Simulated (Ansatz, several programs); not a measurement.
Cu2O (started from an entry of an open crystallographic database), relaxed with PBE in Ansatz (plane waves, PAW): it is cubic, Pn-3m (No. 224); conventional cell a = 4.298 Å, 13.24 Å³ an atom. Around Cu lie 2 O at 1.86 Å; around O lie 4 Cu at 1.86 Å. The cell was then scaled with its shape and fractional coordinates held. Calculated for a static, non-magnetic cell.

| V (Å³/atom) | E (meV/atom) |
| --- | --- |
| 12.443 | 18.68 |
| 12.840 | 4.38 |
| 13.237 | 0.00 |
| 14.031 | 14.87 |

(1) Pass a cubic E = c₀ + c₁u + c₂u² + c₃u³, with u = V − 13.138 Å³, through these points.

(2) Where is the minimum, and what bulk modulus follows?

(3) Predict the energy and the pressure at the withheld volume, 13.634 Å³.

## Answers

(1) c₀ = 0.25, c₁ = -5.214, c₂ = 27.821, c₃ = -4.0820 (meV and Å³).

(2) dE/du = 0 at u = +0.096, so V₀ = 13.23 Å³. B = V₀ d²E/dV² = 13.23 × (2c₂ + 6c₃u) = 13.23 × 53.297 = 705 meV/Å³, and 1 meV/Å³ is 0.16022 GPa: 113 GPa. A third-order Birch-Murnaghan fit to all five points gives 13.24 Å³ and 112 GPa.

(3) With u = +0.496: E ≈ 4.01 meV and P = −dE/dV ≈ -3.10 GPa. The run gives 3.85 meV and, from its stress, -3.08 GPa.
